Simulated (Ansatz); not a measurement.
Runs of Ansatz 0.2.0 on PbO2. Symmetry: Fm-3m, No. 225, cubic system. Conventional cell: a = 5.404 Å, b = 5.404 Å, c = 5.404 Å, α = 90.00°, β = 90.00°, γ = 90.00°. Around Pb (site symmetry m-3m) lie 8 O at 2.34 Å. O (site symmetry -43m) is surrounded by 4 Pb at 2.34 Å. The cell comes from a database or a generator and needn't be the stable form of this composition.

```tsv
task	level	potentials or basis	spin	cell	k mesh	cutoff (eV)	smearing	broadening	other keys	gap on the mesh (eV)	pressure (GPa)	moment (μB)
atomic charges	PBEsol	SSSP precision PAW	off	volume scaled by 0.92	9 × 9 × 9	1020	methfessel-paxton 0.1 eV	-	-	none	(a)	-
optical spectrum	PBE+D4	PseudoDojo standard (PBE files)	SOC, no magnetisation	as given	9 × 9 × 9	1143	fermi-dirac 0.1 eV	0.05 eV	-	none	-	-
electrostatic potential	PBEsol	Ansatz PAW	collinear, random start	as given	9 × 9 × 9	420	methfessel-paxton 0.1 eV	-	scf.initial_density.chi_scale = 0.1; …	none	-5.9	0.00
single point	BLYP+D3(BJ)	PseudoDojo standard (PBE files)	SOC, no magnetisation	atoms moved at random, drawn with an rms of 0.15 Å	7 × 7 × 7	1143	fermi-dirac 0.15 eV	-	-	none	5.6	-
atomic charges	PBE	SSSP precision PAW	off	as given	6 × 6 × 6	1020	methfessel-paxton 0.1 eV	-	scf.mixing.algorithm = anderson; scf.mixing.beta = 0.05; …	none	1.1	-
single point	rPW86-PBE+D4	Ansatz PAW	non-collinear, ferromagnetic start, SOC	as given	9 × 9 × 9	420	cold 0.025 eV	-	-	none	2.5	0.00
```

**Question.** Fill in the values left out.

**Answer.** (a) 8.7.

Caveats: pairwise dispersion overbinds metals, which lowers pressure and volume (some runs); the PAW data sets come from PBE, with cores solved anew for the run's functional, which leaves a small shift of forces and pressure (some runs); the starting moments weren't kept (some runs); spectra need much finer meshes, so this one isn't converged (some runs); independent-particle spectra lack excitons (some runs); the intraband (Drude) part of a metal's response may be missing (some runs); the potentials were made for another functional, which shifts forces and pressure (some runs).

A k mesh can miss the band edges, and rows without SOC leave out spin-orbit coupling on Pb.

A gap of «none» marks a metal or a gap under the smearing width.
